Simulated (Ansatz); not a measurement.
One atom moved along a line in Si

Method: Ansatz 0.2.0, DFT PBE+D3(BJ), scalar-relativistic, plane waves, PAW. The runs took a 420 eV cutoff, a Γ-centred 16×16×16 mesh and Gaussian smearing (0.15 eV). No spin polarisation. Energies are free energies at this smearing, counted from the undisturbed cell; pressure is positive in compression.

Reference structure (relaxed at this level; this form isn't the usual structure):

```xyz
8
Lattice="0.0000 0.0000 -5.2383 -3.2391 -3.2391 -2.6191 -3.2391 3.2391 -2.6191" Properties=species:S:1:pos:R:3 pbc="T T T"
Si   -3.2391    0.0000   -5.2383
Si   -1.6196   -1.6196   -3.9287
Si   -3.2391    0.0000   -2.6191
Si   -1.6196    1.6196   -3.9287
Si   -1.6196   -1.6196   -1.3096
Si    0.0000    0.0000   -2.6191
Si   -1.6196    1.6196   -1.3096
Si    0.0000    0.0000    0.0000
```

Atom 1 (Si) is moved by x along the Cartesian unit vector (0.707, -0.707, 0.000); the cell and all other atoms stay fixed. The cell is metallic on the mesh throughout.

```
  x (Å)  ΔE (meV/cell)
-0.6000         1122.8
-0.2000           80.4
 0.0000            0.0
 0.4000          388.7
```

Question: Predict the pressure (GPa) at each point.

Answer:
| x (Å) | pressure (GPa) |
| --- | --- |
| -0.6000 | 5.9 |
| -0.2000 | 0.5 |
| 0.0000 | 0.0 |
| 0.4000 | 2.4 |